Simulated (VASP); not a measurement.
# TiC (Fm-3m) in VASP: notebook

One crystal, TiC, is run at these levels: PBE; tasks: relaxation of cell and atoms.

Program: VASP 6.6.1. These are calculated values, not measurements. Logs are shortened: lines on timing, memory, paths and dates and some standing lists are left out, and cuts for length are marked.

## 1. The structure

Symmetry: Fm-3m, No. 225, cubic system. Conventional cell: a = 4.319 Å, b = 4.319 Å, c = 4.319 Å, α = 90.00°, β = 90.00°, γ = 90.00°. Ti (site symmetry m-3m) is surrounded by 6 C at 2.16 Å. C (site symmetry m-3m) has 6 Ti at 2.16 Å as nearest neighbours.

## 2. Relaxation of cell and atoms, PBE

Contents of INCAR:

```
SYSTEM = TiC
PREC = Accurate
ENCUT = 520
EDIFF = 1E-7
ISMEAR = 0
SIGMA = 0.3
LREAL = .False.
LASPH = .True.
NELM = 100
ALGO = Normal
ISIF = 3
LWAVE = .False.
LCHARG = .False.
GGA = PE
IBRION = 2
NSW = 80
EDIFFG = -0.002
```

Contents of KPOINTS:

```
regular mesh
0
Gamma
  16 16 16
  0 0 0
```

Contents of POSCAR:

```
TiC
1.0
    0.0000000000      2.1593000000      2.1593000000
    2.1593000000      0.0000000000      2.1593000000
    2.1593000000      2.1593000000      0.0000000000
Ti C
1 1
Direct
    0.0000000000      0.0000000000      0.0000000000
    0.5000000000      0.5000000000      0.5000000000
```

Potentials or basis: VASP PAW PBE potentials, release 64 (Ti_sv, C).

Launch:

```bash
$ cat potpaw_PBE.64/Ti_sv/POTCAR potpaw_PBE.64/C/POTCAR > POTCAR
$ mpirun -np 1 vasp_std > vasp.out
```

OUTCAR:

```text
SYSTEM = TiC
   PREC = Accurate
   ENCUT = 520
   EDIFF = 1E-7
   ISMEAR = 0
   LREAL = .False.
   LASPH = .True.
   NELM = 100
   ISIF = 3
   GGA = PE
   IBRION = 2
   NSW = 80
   EDIFFG = -0.002

 ion  position               nearest neighbor table
   1  0.000  0.000  0.000-   2 2.16   2 2.16   2 2.16   2 2.16   2 2.16   2 2.16
   2  0.500  0.500  0.500-   1 2.16   1 2.16   1 2.16   1 2.16   1 2.16   1 2.16

  LATTYP: Found a face centered cubic cell.
 ALAT       =     4.3186000000

  Lattice vectors:

 A1 = (   0.0000000000,   2.1593000000,   2.1593000000)
 A2 = (   2.1593000000,   0.0000000000,   2.1593000000)
 A3 = (   2.1593000000,   2.1593000000,   0.0000000000)

Analysis of symmetry for initial positions (statically):
=====================================================================
 Subroutine PRICEL returns:
 Original cell was already a primitive cell.

 Routine SETGRP: Setting up the symmetry group for a
 face centered cubic supercell.

 Subroutine GETGRP returns: Found 48 space group operations
 (whereof 48 operations were pure point group operations)
 out of a pool of 48 trial point group operations.

The static configuration has the point symmetry O_h .

Analysis of symmetry for dynamics (positions and initial velocities):
=====================================================================
 Subroutine PRICEL returns:
 Original cell was already a primitive cell.

 Routine SETGRP: Setting up the symmetry group for a
 face centered cubic supercell.

 Subroutine GETGRP returns: Found 48 space group operations
 (whereof 48 operations were pure point group operations)
 out of a pool of 48 trial point group operations.

The dynamic configuration has the point symmetry O_h .

 Subroutine INISYM returns: Found 48 space group operations
 (whereof 48 operations are pure point group operations),
 and found     1 'primitive' translations

----------------------------------------------------------------------------------------

                                     Primitive cell

  volume of cell :      20.1358

  direct lattice vectors                    reciprocal lattice vectors
     0.000000000  2.159300000  2.159300000    -0.231556523  0.231556523  0.231556523
     2.159300000  0.000000000  2.159300000     0.231556523 -0.231556523  0.231556523
     2.159300000  2.159300000  0.000000000     0.231556523  0.231556523 -0.231556523

  length of vectors
     3.053711345  3.053711345  3.053711345     0.401067663  0.401067663  0.401067663

  position of ions in fractional coordinates (direct lattice)
     0.000000000  0.000000000  0.000000000
     0.500000000  0.500000000  0.500000000

  ion indices of the primitive-cell ions
   primitive index   ion index
                 1           1
                 2           2

----------------------------------------------------------------------------------------

 KPOINTS: regular mesh

Automatic generation of k-mesh.
 Grid dimensions read from file:
 generate k-points for:   16   16   16

 Generating k-lattice:

  Cartesian coordinates                     Fractional coordinates (reciprocal lattice)
    -0.014472283  0.014472283  0.014472283     0.062500000  0.000000000  0.000000000
     0.014472283 -0.014472283  0.014472283     0.000000000  0.062500000  0.000000000
     0.014472283  0.014472283 -0.014472283     0.000000000  0.000000000  0.062500000

  Length of vectors
     0.025066729  0.025066729  0.025066729

  Shift w.r.t. Gamma in fractional coordinates (k-lattice)
     0.000000000  0.000000000  0.000000000

 Subroutine IBZKPT returns following result:
 ===========================================

 Found    145 irreducible k-points:

 Following reciprocal coordinates:
            Coordinates               Weight
  0.000000  0.000000  0.000000      1.000000
  0.062500  0.000000  0.000000      8.000000
  0.125000  0.000000  0.000000      8.000000
  0.187500  0.000000  0.000000      8.000000
  0.250000  0.000000  0.000000      8.000000
  0.312500  0.000000  0.000000      8.000000
[... 16 lines left out ...]
 -0.125000  0.062500  0.000000     24.000000
 -0.062500  0.062500  0.000000     12.000000
 [... further k-points ...]
   k-points           NKPTS =    145   k-points in BZ     NKDIM =    145   number of bands    NBANDS=     12
   number of dos      NEDOS =    301   number of ions     NIONS =      2
   total plane-waves  NPLWV =  13824
   dimension x,y,z NGX =    24 NGY =   24 NGZ =   24
   dimension x,y,z NGXF=    48 NGYF=   48 NGZF=   48
   ions per type =               1   1
   NGX,Y,Z   is equivalent  to a cutoff of  13.07, 13.07, 13.07 a.u.
   NGXF,Y,Z  is equivalent  to a cutoff of  26.13, 26.13, 26.13 a.u.
 SYSTEM =  TiC
   PREC   = accura    normal or accurate (medium, high low for compatibility)
   ISTART =      0    job   : 0-new  1-cont  2-samecut
   ICHARG =      2    charge: 1-file 2-atom 10-const
   ISPIN  =      1    spin polarized calculation?
   LNONCOLLINEAR =      F non collinear calculations
   LSORBIT =      F    spin-orbit coupling
   LASPH  =      T    aspherical Exc in radial PAW
   ENCUT  =  520.0 eV  38.22 Ry    6.18 a.u.   5.68  5.68  5.68*2*pi/ulx,y,z
   NELM   =    100;   NELMIN=  2; NELMDL= -5     # of ELM steps
   EDIFF  = 0.1E-06   stopping-criterion for ELM
   LREAL  =      F    real-space projection
   EDIFFG = -.2E-02   stopping-criterion for IOM
   NSW    =     80    number of steps for IOM
   IBRION =      2    ionic relax: 0-MD 1-quasi-New 2-CG
   NFREE  =      1    steps in history (QN), initial steepest desc. (CG)
   ISIF   =      3    stress and relaxation
   ISYM   =      2    0-nonsym 1-usesym 2-fastsym
   POTIM  = 0.5000    time-step for ionic-motion
   TEBEG  =    0.0;   TEEND  =   0.0 temperature during run
   PSTRESS=    0.0 pullay stress
   NELECT =      16.0000    total number of electrons
   NUPDOWN=      -1.0000    fix difference up-down
   EMIN   =  10.00;   EMAX   =-10.00  energy-range for DOS
   EFERMI =   0.00;   METHOD = LEGACY
   ISMEAR =     0;   SIGMA  =   0.30  broadening in eV -4-tet -1-fermi 0-gaus
   EFERMI_NEDOS =   21; number of points for ismear=-14 and -15
   IALGO  =     38    algorithm
   IMIX   =      4    mixing-type and parameters
     AMIX     =   0.40;   BMIX     =  1.00
     AMIX_MAG =   1.60;   BMIX_MAG =  1.00
  volume/ion in A,a.u.               =      10.07        67.94
  Fermi-wavevector in a.u.,A,eV,Ry     =   1.516323  2.865436 31.283015  2.299237
  Thomas-Fermi vector in A             =   2.625728
   LORBIT       =      0    0 simple, 1 ext, 2 COOP (PROOUT), +10 PAW based schemes
   GGA     = PE    functional components
   LHFCALC =     F    Hartree Fock is set to
   AEXX    =    0.0000 exact exchange contribution
   IVDW    =     0    specifies the selected vdW correction
   LEPSILON=     F    determine dielectric tensor
   LRPA    =     F    only Hartree local field effects (RPA)
 conjugate gradient relaxation of ions
 non-spin polarized calculation
 Gauss-broadening in eV      SIGMA  =   0.30
  energy-cutoff  :      520.00
  volume of cell :       20.14
 maximum number of plane-waves:       560
   NGX = 11   NGY = 11   NGZ = 11

--------------------------------------- Ionic step        1  -------------------------------------------

 number of electron      16.0000002 magnetization

 Free energy of the ion-electron system (eV)
  ---------------------------------------------------
  ext. energy  EPLUGINS =         0.00000000
  ---------------------------------------------------
  free energy    TOTEN  =       -18.71402129 eV

  energy without entropy =      -18.70003274  energy(sigma->0) =      -18.70702702

------------------------ aborting loop because EDIFF is reached ----------------------------------------

  FORCE on cell =-STRESS in cart. coord.  units (eV):
  Direction    XX          YY          ZZ          XY          YZ          ZX
  --------------------------------------------------------------------------------------
  -------------------------------------------------------------------------------------
  Total        0.3497680      0.3497680      0.3497680      0.0000000      0.0000000     -0.0000000
  in kB       27.8305473     27.8305473     27.8305473      0.0000000      0.0000000     -0.0000000
  external PRESSURE =      27.8305473 kB  Pullay stress =       0.0000000 kB
[... 57 lines left out ...]
  energy  without entropy=      -18.6985033521  energy(sigma->0) =      -18.70562842

--------------------------------------- Ionic step        3  -------------------------------------------

 number of electron      16.0000000 magnetization

 Free energy of the ion-electron system (eV)
  ---------------------------------------------------
  ext. energy  EPLUGINS =         0.00000000
  ---------------------------------------------------
  free energy    TOTEN  =       -18.71593650 eV

  energy without entropy =      -18.70183496  energy(sigma->0) =      -18.70888573

 E-fermi :   9.3857     XC(G=0): -12.6872

 val. band max:        9.3846572509   @ k =   0.1250   0.1250   0.0000
 cond. band min:       9.3939093139   @ k =   0.1250   0.0625   0.0000
 fundamental gap:      0.0092520630
 Fermi energy:         9.3857158728

 k-point     1 :       0.0000    0.0000    0.0000
  band No.  band energies     occupation
      1     -47.2064      2.00000
      2     -23.2316      2.00000
      3     -23.2316      2.00000
      4     -23.2316      2.00000
      5      -2.9999      2.00000
      6      10.0810      0.00105
      7      10.0810      0.00105
      8      10.0810      0.00105
      9      11.0614      0.00000
     10      11.0614      0.00000
     11      11.0614      0.00000
     12      11.0967      0.00000
[... 331 lines left out ...]
 k-point    24 :      -0.0625    0.0625    0.0000
  band No.  band energies     occupation
      1     -47.1993      2.00000
      2     -23.2779      2.00000
      3     -23.2445      2.00000
      4     -23.2328      2.00000
      5      -2.7673      2.00000
      6       9.1706      1.68935
      7       9.3561      1.11101
      8       9.3638      1.08222
      9      10.1913      0.00015
     10      10.7642      0.00000
     11      11.6498      0.00000
     12      12.2045      0.00000

 [... further k-points ...]

------------------------ aborting loop because EDIFF is reached ----------------------------------------

  FORCE on cell =-STRESS in cart. coord.  units (eV):
  Direction    XX          YY          ZZ          XY          YZ          ZX
  --------------------------------------------------------------------------------------
  -------------------------------------------------------------------------------------
  Total       -0.0005544     -0.0005544     -0.0005544      0.0000000      0.0000000      0.0000000
  in kB       -0.0436328     -0.0436328     -0.0436328      0.0000000      0.0000000      0.0000000
  external PRESSURE =      -0.0436328 kB  Pullay stress =       0.0000000 kB
[... 17 lines left out ...]
  FREE ENERGIE OF THE ION-ELECTRON SYSTEM (eV)
  ---------------------------------------------------
  free  energy   TOTEN  =       -18.7159364979 eV

  energy  without entropy=      -18.7018349647  energy(sigma->0) =      -18.70888573

 reached required accuracy - stopping structural energy minimisation
```

Wall time 63 s (1 thread of Intel Xeon Platinum 8488C (Sapphire Rapids), shared host); peak memory 0.17 GiB.

What came out:

| Quantity | Value |
| --- | --- |
| Free energy | -18.7159 eV |
| Relaxed volume | 10.18 Å³/atom |
| Relaxed cell | a = 3.065 Å, b = 3.065 Å, c = 3.065 Å, α = 60.00°, β = 60.00°, γ = 60.00° |
| Space group after relaxing (to 0.05 Å) | Fm-3m (No. 225) |
| Energy gained by relaxing | 1.0 meV/atom |
| Ionic steps | 3 |
| Pressure after relaxing | 0.0 GPa |
| Band gap on the k mesh | none (metal or under the smearing width) |

The path:
```tsv
step	energy change (eV)	largest force (eV/Å)	pressure (GPa)	volume (Å³)
1	0.0000	0.0000	2.78	20.14
2	0.0013	0.0000	-3.45	20.65
3	-0.0019	0.0000	0.00	20.36
```

Final structure:
```
CELL_PARAMETERS angstrom
0.00000 2.16723 2.16723
2.16723 0.00000 2.16723
2.16723 2.16723 0.00000
ATOMIC_POSITIONS crystal
Ti 0.00000 0.00000 0.00000
C 0.50000 0.50000 0.50000
```

Levels at points of the mesh, in eV from the Fermi level:
```csv
k point,band 4,band 5,band 6,band 7,band 8,band 9,band 10,band 11,band 12
"(0.00, 0.00, 0.00)",-32.62,-12.39,0.70,0.70,0.70,1.68,1.68,1.68,1.71
"(0.50, 0.00, 0.00)",-32.67,-8.92,-5.83,-2.88,-2.88,2.91,2.91,4.09,8.13
"(0.50, 0.50, 0.00)",-32.78,-10.10,-3.43,-1.61,-0.04,-0.04,2.70,3.51,3.51
```

PBE usually gives volumes a little too large and moduli too small. Zero-point motion and thermal expansion aren't in these numbers.

[end of part 1 of 2]
